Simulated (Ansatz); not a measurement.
# Exchange couplings of Eu (Fm-3m)

The source of the geometry is a structure from the Materials Project, repeated to hold the magnetic orders; atoms and cell stay fixed.

Functional, mesh and filling: PBE, 7×7×5 k mesh, Fermi–Dirac smearing of 0.05 eV. PAW means Ansatz 0.2.0 on its default frozen-core files. Site moments are integrated in spheres about the atoms.

The input and its command:

```yaml
crystal:
  lattice:
    - [0.0, -2.7893026914, 2.7893026914]
    - [0.0, 2.7893026914, 2.7893026914]
    - [-5.5786053828, 0.0, 0.0]
  atoms:
    - { symbol: Eu, position: [0.0, 0.0, 0.0], spin: 6.9 }
    - { symbol: Eu, position: [0.5, 0.5, 0.5], spin: -6.9 }
magnetization:
  spin_polarized: true
kpoints:
  mp_grid: { grid: [7, 7, 5] }
scf:
  occupations: { method: fermi_dirac, width: 0.05 }
  lower_state_search: "off"
hamiltonian:
  xc: pbe
  pseudopotentials: { kind: paw }
output:
  eigenvalues: false
  eigenstates:
    nscf_kmesh: { grid: [7, 7, 5] }
    top_band: c50
    exchange_couplings: { magnetic: [{ species: Eu }] }
  write_density: true
  write_potential: true
  elf: true
  volumetric_format: npy
```

Command: `ansatz run input.yaml --threads 2 --pin off --max-ram 6144MiB --backend cpu --events-out ev --progress --plain --runs-dir out`

Site moments (μB): Eu1 6.95, Eu2 -6.95. Cell moment 0.00 μB.

Couplings come from the force theorem (directions of the magnetic atoms constrained, all else relaxed) on a 7×7×5 mesh, with E = −Σ J e_i·e_j over ordered pairs of unit vectors, so positive J favours parallel moments.

| pair | count | J PAW (meV) |
| --- | --- | --- |
| Eu1–Eu at 3.94 Å, set 1 | 4 | +7.19 |
| Eu1–Eu at 3.94 Å, set 2 | 8 | +7.08 |
| Eu1–Eu at 5.58 Å, set 1 | 4 | +0.32 |
| Eu1–Eu at 5.58 Å, set 2 | 2 | +0.21 |
| Eu1–Eu at 6.83 Å, set 1 | 8 | -0.20 |
| Eu1–Eu at 6.83 Å, set 2 | 16 | -0.18 |
| Eu1–Eu at 7.89 Å, set 1 | 4 | -0.49 |
| Eu1–Eu at 7.89 Å, set 2 | 8 | -0.43 |

Pairs at one distance with different couplings are listed as sets.

The program reports that this state isn't the lowest of its own couplings. The gain of the softest rotation is smaller than what its band sum leaves out of a whole turn, though, so more bands could change its sign.

The couplings come from one mesh, and their convergence in k wasn't tested.

Without U a semilocal functional puts the f levels too near the Fermi level, which can change moments and the order of magnetic states; site and cell moments are spin moments. The Ansatz runs typed with the search for lower states off end where their start leads. Spin–orbit coupling is left out although heavy atoms are present. With open f shells a run can end in a state that isn't the lowest. None of this fixes the real material's magnetic order: only patterns that fit the cell were computed, at zero temperature, with a functional that can overstate moments.
